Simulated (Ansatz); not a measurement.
**Sn: frozen-core PAW against all-electron methods**

```yaml
crystal:
  lattice:
    - [-1.69122, 1.95466, 2.10787]
    - [1.69122, -1.95466, 2.10787]
    - [1.69122, 1.95466, -2.10787]
  atoms:
    - { symbol: Sn, position: [0.00000, 0.00000, 0.00000] }
```

The conventional cell has a = 3.382 Å, b = 3.909 Å, c = 4.216 Å, α = 90.00°, β = 90.00°, γ = 90.00°. Sn (atom 1) is surrounded by 10 Sn at 3.34 to 3.38 Å.

Structure from Materials Project entry mp-1056308 (possibly hypothetical), not relaxed further.

Spin–orbit coupling is left out, though it moves levels of the heavy atoms by tenths of an eV or more.

Methods: DFT, LDA, PAW with Ansatz's default frozen-core files, scalar-relativistic (Ansatz 0.2.0); DFT, LDA, all-electron PAW with datasets made for the crystal, scalar-relativistic (Ansatz 0.2.0); DFT, LDA, all-electron LAPW, scalar-relativistic (Ansatz 0.2.0).

For PAW: a Γ-centred 13×13×13 k mesh, Fermi–Dirac smearing of 0.08 eV, cutoff 420 eV, no spin polarisation; the PAW files were made with PBE, and the program remakes their frozen cores for this functional. The crystal-made all-electron datasets (AE datasets) take a cutoff of 240 eV at this cell. LAPW targets a basis error of 0.25 meV/atom. The Ansatz runs share mesh, smearing and spin set-up. Plane-wave (PAW) pressures include the program's estimate of the Pulay term.

Stress and pressure are positive in compression.

Levels count from the Fermi level.

| quantity | PAW | AE datasets | LAPW |
| --- | --- | --- | --- |
| pressure (GPa) | -3.87 | -3.86 | -3.86 |
| stress xx (GPa) | -3.63 | -3.63 | -3.63 |
| stress zz (GPa) | -4.35 | -4.34 | -4.34 |
| highest filled level at Γ (eV) | -10.991 | -10.991 | -10.991 |
| lowest empty level at Γ (eV) | 6.596 | 6.596 | 6.596 |
| highest filled level at Y0 (eV) | -0.891 | -0.891 | -0.891 |
| lowest empty level at Y0 (eV) | 2.154 | 2.152 | 2.152 |
| highest filled level at U0 (eV) | -0.891 | -0.891 | -0.891 |
| lowest empty level at U0 (eV) | 2.154 | 2.152 | 2.152 |

PAW's pressure differs from the LAPW value by about 0.01 GPa or less. Datasets made for the crystal and LAPW share parts of one code, so their agreement isn't an independent check.
